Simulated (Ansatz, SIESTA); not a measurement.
# TiSi: 3 runs at one level of theory

```
Ti Si
1.0
     1.81618   -2.11762    0.00000
     1.81618    2.11762    0.00000
     0.00000    0.00000    3.80393
Ti Si
1 1
Direct
  0.50000 0.50000 0.00000
  0.00000 0.00000 0.50000
```

The cell comes from a database or a generator and needn't be the stable form of this composition.

Alike in all runs: task band structure; functional LDA; k mesh 10 × 10 × 7; occupations fermi-dirac, width 0.05 eV; no spin polarisation; no spin-orbit coupling. LDA stands for any of its common fits. Pressure is positive in compression and, in plane waves, holds the error of the finite cutoff, which Ansatz's Pulay term estimates and takes out.

```tsv
program and potentials	plane-wave cutoff (eV)	notes	pressure (GPa)
Ansatz, Ansatz PAW	420	potentials made for PBE, which Ansatz adapts in part; Pulay term of +0.05 GPa included	-7.85
Ansatz, all-electron LAPW, scalar-relativistic	-	-	-7.85
SIESTA, files PseudoDojo sr-lda-0.4.1-standard, DZP (energy shift 0.003 Ry; two zetas on semicore shells)	-	atomic basis	-7.42
```

The pressure spans -7.85 (Ansatz, Ansatz PAW) to -7.42 GPa (SIESTA, files PseudoDojo sr-lda-0.4.1-standard, DZP (energy shift 0.003 Ry; two zetas on semicore shells)), with all-electron results at -7.85. Rows in atomic bases carry the error of their basis and grid, which can be large.

The functional is the same throughout but for its coding, so the spread measures potentials, basis and numerics; runs on potential files found faulty are left out.
